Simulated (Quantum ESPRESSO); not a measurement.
BN under changes of volume

One of the cells (5.959 Å³/atom); the others are scaled copies at fixed shape and fractional positions:

```
N B
1.0
     0.00000    1.81300    1.81300
     1.81300    0.00000    1.81300
     1.81300    1.81300    0.00000
N B
1 1
Direct
  0.25000 0.25000 0.25000
  0.00000 0.00000 0.00000
```

The cell is a database's computed one.

```yaml
Program: Quantum ESPRESSO 7.5
Functional: r2SCAN
Potentials_or_basis: SG15 PBE 1.2
Cutoff: 1197 eV
Density_cutoff: 4789 eV
k_mesh: 10 × 10 × 10
Occupations: fermi-dirac, width 0.05 eV
Spin: no spin polarisation
```

| volume (Å³/atom) | energy over the lowest point (meV/atom) | pressure (GPa) | gap on the mesh (eV) |
| --- | --- | --- | --- |
| 5.602 | ? | ? | ? |
| 5.721 | 4.57 | 10.4 | 5.03 |
| 5.840 | 0.00 | 2.0 | 5.00 |
| 5.959 | 1.38 | -5.6 | 4.97 |
| 6.078 | 8.18 | -12.6 | 4.94 |
| 6.198 | 19.91 | -18.9 | 4.91 |
| 6.317 | 36.12 | -24.6 | 4.88 |

Problem. What does the run at 5.602 Å³/atom give?

Solution. Energy over the lowest point 15.68 meV/atom; pressure 19.6 GPa; gap on the mesh 5.06 eV.

Worked out: A Birch-Murnaghan fit of order 3 (a polynomial in V^(-2/3)) to the other rows has its minimum at 5.87 Å³/atom with B0 = V·E''(V) = 384 GPa and B' = 3.7. It gives 15.64 meV/atom at 5.602 Å³/atom, against the run's 15.68, and -dE/dV = 19.6 GPa, against 19.6. A straight line through the other rows of the gap, of slope -1.51 eV per unit of ln V, extrapolates to 5.06 eV, against the run's 5.06.

Energies are extrapolated to zero smearing.

Caveats: the potentials were made for another functional, which shifts forces and pressure.

A mesh can miss the band edges.
